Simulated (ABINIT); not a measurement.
# Al2Pt (Fm-3m) in ABINIT: reference runs, part 2 of 2

ABINIT 10.8.3 (patched build).

### Step 4. Equation of state, PBE

run.abi reads:

```
# Datasets: one volume each
ndtset 7
getwfk -1
scalecart1 3*0.9795861087
scalecart2 3*0.9864848297
scalecart3 3*0.9932883884
scalecart4 3*1.0000000000
scalecart5 3*1.0066227096
scalecart6 3*1.0131594038
scalecart7 3*1.0196128224

# Pseudopotentials
pp_dirpath "./"
pseudos "Pt.GGA_PBE-JTH.xml, Al.GGA_PBE-JTH.xml"

# Structure
acell 4.1790010768 4.1790010768 4.1790010768 Angstrom
rprim
     0.0000000000     0.7071067812     0.7071067812
     0.7071067812     0.0000000000     0.7071067812
     0.7071067812     0.7071067812     0.0000000000
ntypat 2
znucl 78 13
natom 3
typat 1 2 2
xred
     0.0000000000     0.0000000000     0.0000000000
     0.7500000000     0.7500000000     0.7500000000
     0.2500000000     0.2500000000     0.2500000000

# Plane-wave basis
ecut 16.0
pawecutdg 32.0
pawxcdev 0

# k points
kptopt 1
ngkpt 8 8 8
nshiftk 1
shiftk 0.0 0.0 0.0

# Exchange and correlation
ixc 11

# Bands and occupations
nband 12
occopt 3
tsmear 0.00183747

# SCF cycle
nstep 100
tolvrs 1.0e-9

# Output
iomode 3
prtwf 1
prtden 0
prteig 0
prtebands 0
```

Potentials or basis: JTH PAW PBE v2.0.

Launch:

```console
abinit run.abi > log 2>&1
```

run.abo:

```text
.Version 10.8.3 of ABINIT
 DATASET    1 : space group Fm -3 m (#225); Bravais cF (face-center cubic)
================================================================================
 Values of the parameters that define the memory need for DATASET  1.
     intxc =       0    ionmov =       0      iscf =      17    lmnmax =      18
     lnmax =       6     mgfft =      30  mpssoang =       3    mqgrid =    3001
     natom =       3  nloc_mem =       2    nspden =       1   nspinor =       1
    nsppol =       1      nsym =      48    n1xccc =       1    ntypat =       2
    occopt =       3   xclevel =       2
       mpw =        1012          nfft =       27000          nkpt =          29
 PAW method is used; the additional fine FFT grid is defined by:
   mgfftf=        40    nfftf =     64000
================================================================================
================================================================================
[... 71 lines left out ...]
 DATASET    7 : space group Fm -3 m (#225); Bravais cF (face-center cubic)
================================================================================
 Values of the parameters that define the memory need for DATASET  7.
     intxc =       0    ionmov =       0      iscf =      17    lmnmax =      18
     lnmax =       6     mgfft =      30  mpssoang =       3    mqgrid =    3001
     natom =       3  nloc_mem =       2    nspden =       1   nspinor =       1
    nsppol =       1      nsym =      48    n1xccc =       1    ntypat =       2
    occopt =       3   xclevel =       2
       mpw =        1151          nfft =       27000          nkpt =          29
 PAW method is used; the additional fine FFT grid is defined by:
   mgfftf=        45    nfftf =     91125
================================================================================
================================================================================

--------------------------------------------------------------------------------
------------- Echo of variables that govern the present computation ------------
--------------------------------------------------------------------------------
 -outvars: echo values of preprocessed input variables --------
            acell      7.8971675150E+00  7.8971675150E+00  7.8971675150E+00 Bohr
              amu      1.95080000E+02  2.69815390E+01
             ecut      1.60000000E+01 Hartree
           getwfk          -1
              ixc          11
[... 170 lines left out ...]

================================================================================

--- !BeginCycle
iteration_state: {dtset: 1, }
solver: {iscf: 17, nstep: 100, nline: 4, wfoptalg: 10, }
tolerances: {tolvrs: 1.00E-09, }
...
[... 1368 lines left out ...]
-Cartesian components of stress tensor (GPa)         [Pressure= -4.8285E+00 GPa]
- sigma(1 1)=  4.82847862E+00  sigma(3 2)=  0.00000000E+00
- sigma(2 2)=  4.82847862E+00  sigma(3 1)=  0.00000000E+00
- sigma(3 3)=  4.82847862E+00  sigma(2 1)=  0.00000000E+00

== END DATASET(S) ==============================================================
================================================================================

 -outvars: echo values of variables after computation  --------
            acell      7.8971675150E+00  7.8971675150E+00  7.8971675150E+00 Bohr
           etotal1    -3.1324244373E+01
           etotal2    -3.1326748346E+01
           etotal3    -3.1328419601E+01
           etotal4    -3.1329351983E+01
           etotal5    -3.1329613960E+01
           etotal6    -3.1329275440E+01
           etotal7    -3.1328399568E+01
            fcart1    -0.0000000000E+00 -0.0000000000E+00 -0.0000000000E+00
                      -0.0000000000E+00 -0.0000000000E+00 -0.0000000000E+00
                      -0.0000000000E+00 -0.0000000000E+00 -0.0000000000E+00
            fcart2    -0.0000000000E+00 -0.0000000000E+00 -0.0000000000E+00
                      -0.0000000000E+00 -0.0000000000E+00 -0.0000000000E+00
                      -0.0000000000E+00 -0.0000000000E+00 -0.0000000000E+00
            fcart3    -0.0000000000E+00 -0.0000000000E+00 -0.0000000000E+00
                      -0.0000000000E+00 -0.0000000000E+00 -0.0000000000E+00
                      -0.0000000000E+00 -0.0000000000E+00 -0.0000000000E+00
            fcart4    -4.5205789599E-30  5.0228655110E-31  3.5160058577E-30
[... 52 lines left out ...]
           xangst3     0.0000000000E+00  0.0000000000E+00  0.0000000000E+00
                       4.4027507817E+00  4.4027507817E+00  4.4027507817E+00
                       1.4675835939E+00  1.4675835939E+00  1.4675835939E+00
           xangst4     0.0000000000E+00  0.0000000000E+00  0.0000000000E+00
                       4.4325000001E+00  4.4325000001E+00  4.4325000001E+00
                       1.4775000000E+00  1.4775000000E+00  1.4775000000E+00
           xangst5     0.0000000000E+00  0.0000000000E+00  0.0000000000E+00
                       4.4618551604E+00  4.4618551604E+00  4.4618551604E+00
                       1.4872850535E+00  1.4872850535E+00  1.4872850535E+00
           xangst6     0.0000000000E+00  0.0000000000E+00  0.0000000000E+00
                       4.4908290574E+00  4.4908290574E+00  4.4908290574E+00
                       1.4969430191E+00  1.4969430191E+00  1.4969430191E+00
           xangst7     0.0000000000E+00  0.0000000000E+00  0.0000000000E+00
                       4.5194338354E+00  4.5194338354E+00  4.5194338354E+00
                       1.5064779451E+00  1.5064779451E+00  1.5064779451E+00
             xred      0.0000000000E+00  0.0000000000E+00  0.0000000000E+00
                       7.5000000000E-01  7.5000000000E-01  7.5000000000E-01
                       2.5000000000E-01  2.5000000000E-01  2.5000000000E-01
 Calculation completed.
```

Run time: 2.2 min. Hardware: 1 thread of AMD EPYC 9R45 (Zen 5), shared host; peak memory 0.15 GiB.

Results:

* Equilibrium volume: 17.52 Å³/atom
* Bulk modulus: 130 GPa
* Pressure derivative of the bulk modulus: 4.5

Energy against volume, from the lowest point:
```csv
volume (Å³/atom),energy (meV/atom)
16.170,48.70
16.514,25.99
16.858,10.83
17.202,2.38
17.546,0.00
17.890,3.07
18.234,11.02
```

Caveat: pressures at fixed basis lie under the slope of the energies.

### Step 5. Summary

```csv
task,cell,gap on the mesh (eV),pressure (GPa)
single point,as given,none,2.4
single point,"atoms moved at random, drawn with an rms of 0.05 Å",none,2.7
equation of state,as given,-,-
```

Alike in all rows: level PBE; potentials or basis JTH PAW PBE v2.0; no spin polarisation; k mesh 8 × 8 × 8; cutoff (eV) 435; smearing fermi-dirac 0.05 eV.

Caveats: pressures at fixed basis lie under the slope of the energies (some runs).

Absolute energies hang on the potentials; compare differences alone.
